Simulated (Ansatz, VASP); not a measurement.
# Rh in VASP and in Ansatz

```
Rh
1.0
     0.00000    1.91683    1.91683
     1.91683    0.00000    1.91683
     1.91683    1.91683    0.00000
Rh
1
Direct
  0.00000 0.00000 0.00000
```

Alike in both runs: task single point; functional PBE; k mesh 8 × 8 × 8; occupations gaussian, width 0.05 eV; no spin polarisation.

```csv
,VASP,Ansatz
version,VASP 6.6.1,Ansatz 0.2.0
potentials or method,"VASP PAW PBE potentials, release 64 (Rh_pv)","scalar-relativistic, plane waves, PAW"
plane-wave cutoff (eV),520,420
valence electrons in the cell,15,17
```

VASP gave:

* gap on the k mesh at the Fermi level (eV): none
* pressure (GPa): 0.1

Problem. Which values does Ansatz return?

Solution. gap on the k mesh at the Fermi level (eV): none; pressure (GPa): 0.0.

A gap of «none» marks a metal or a gap that the smearing closes. The two sets of potentials don't hold the same shells in valence.
